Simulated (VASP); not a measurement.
```
CELL_PARAMETERS angstrom
      2.65824     0.00000     0.00000
      0.00000     2.65824     0.00000
      0.00000     0.00000     3.65404
ATOMIC_POSITIONS crystal
  Co 0.00000 0.00000 0.00000
  Pt 0.50000 0.50000 0.50000
```
Starting moments (μB, in the order of the record's atoms Co Pt): 1.8 0.4.

These are PBEsol GGA, VASP's PBE PAW potentials (set 64) (plane waves; VASP 6.6.1) values and carry that method's errors. Settings: 530 eV cut-off, 12×12×9 Γ-centred mesh, first-order Methfessel-Paxton smearing of 0.10 eV, potentials Co Pt.

Finite-difference elastic constants of metals are sensitive to mesh and smearing; shear constants can be off by tens of GPa.

Problem. Give the elastic stiffness tensor with the ions relaxed (GPa, in the frame of the cell).

Solution. 
|  | xx | yy | zz | yz | xz | xy |
|---|---|---|---|---|---|---|
| xx | 477 | 103 | 195 | 0.0 | 0.0 | 0.0 |
| yy | 103 | 477 | 195 | 0.0 | 0.0 | 0.0 |
| zz | 195 | 195 | 344 | 0.0 | 0.0 | 0.0 |
| yz | 0.0 | 0.0 | 0.0 | 153 | 0.0 | 0.0 |
| xz | 0.0 | 0.0 | 0.0 | 0.0 | 153 | 0.0 |
| xy | 0.0 | 0.0 | 0.0 | 0.0 | 0.0 | 84.5 |

Problem. Estimate the Hill bulk modulus, Hill shear modulus, Young's modulus, Poisson's ratio.

Solution. 
| Quantity | Value |
|---|---|
| Hill bulk modulus | 253 GPa |
| Hill shear modulus | 125 GPa |
| Young's modulus | 321 GPa |
| Poisson's ratio | 0.288 |

The compound is CoPt in the L1_0 structure. It was relaxed first.
